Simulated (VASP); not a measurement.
**VASP inputs for ZnSe (strained zincblende)**

INCAR

```
LWAVE = .FALSE.
IBRION = -1
ENCUT = 520
ISMEAR = -1
NSW = 0
LASPH = .TRUE.
NELM = 120
GGA = PE
LREAL = .FALSE.
SIGMA = 0.02
EDIFF = 1E-7
NBANDS = 16
ISIF = 2
LCHARG = .FALSE.
PREC = Accurate
```

KPOINTS

```
KPOINTS created by Atomic Simulation Environment
0
Gamma
8 8 8
0 0 0
```

KPOINTS_OPT

```
special points
6
Reciprocal
0.0000000000 0.0000000000 0.0000000000 1
-0.5000000000 -0.5000000000 0.0000000000 1
-0.3750000000 -0.3750000000 0.2500000000 1
-0.3750000000 0.0000000000 0.3750000000 1
0.0000000000 0.0000000000 0.5000000000 1
-0.5000000000 -0.2500000000 0.2500000000 1
```

POSCAR

```
Zn Se
 1.0000000000000000
     0.0000000000000000    2.7191238570000000    2.9618730376000002
     2.7191238570000000    0.0000000000000000    2.9618730376000002
     2.7191238570000000    2.7191238570000000    0.0000000000000000
 Zn  Se
   1   1
Cartesian
  0.0000000000000000  0.0000000000000000  0.0000000000000000
  1.3595619285000000  1.3595619285000000  1.4809365188000001
```

VASP ran with the recommended PBE PAW datasets (18 valence electrons in the cell).

Predict the results.

gap between bands v and c 1.29 eV; least direct gap 1.29 eV; pressure 5.0 GPa.

Band v is the last that the valence electrons fill when counted band by band, and c is the next. Levels in eV from the top of v:

| point | v−1 | v | c | c+1 |
| --- | --- | --- | --- | --- |
| Γ | 0.00 | 0.00 | 1.29 | 5.71 |
| X | -2.11 | -2.11 | 3.09 | 3.88 |
| K | -3.37 | -2.17 | 3.24 | 5.32 |
| L | -1.31 | -0.76 | 2.39 | 6.05 |
| W | -2.97 | -2.96 | 5.53 | 5.76 |
